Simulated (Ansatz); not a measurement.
Runs of Ansatz 0.2.0 on GaAs. The structure is cubic, space group F-43m (No. 216). The conventional cell has a = 5.654 Å, b = 5.654 Å, c = 5.654 Å, α = 90.00°, β = 90.00°, γ = 90.00°. As (site symmetry -43m) has 4 Ga at 2.45 Å as nearest neighbours. Ga (site symmetry -43m) has 4 As at 2.45 Å as nearest neighbours. 

```csv
task,level,cell,cutoff (eV),points for each segment of the path,gap on the mesh (eV),pressure (GPa),relaxed volume (Å³/atom)
band structure,r2SCAN0,as given,500,4,2.39,-0.3,-
band structure,r2SCANh,as given,500,4,1.55,0.3,-
relaxation of cell and atoms,HSEsol,relaxed,420,-,1.45,0.0,(b)
relaxation of cell and atoms,HSE03,relaxed,420,-,(c),0.0,(a)
```

Alike in all rows: potentials or basis Ansatz PAW; no spin polarisation; k mesh 4 × 4 × 4; smearing fermi-dirac 0.05 eV; the mesh is coarse, so values aren't converged.

Q: Estimate the missing entries.

A: (a) 23.11; (b) 22.38; (c) 1.11.

Caveats: all runs use coarse meshes; the PAW data sets come from PBE, with cores solved anew for the run's functional, which leaves a small shift of forces and pressure; the thresholds are loose for stress (some runs); the plane-wave basis is chosen anew once the cell has moved, so the energies of steps on either side of that aren't comparable (some runs).

A k mesh can miss the band edges, and the runs leave out spin-orbit coupling on As, Ga.
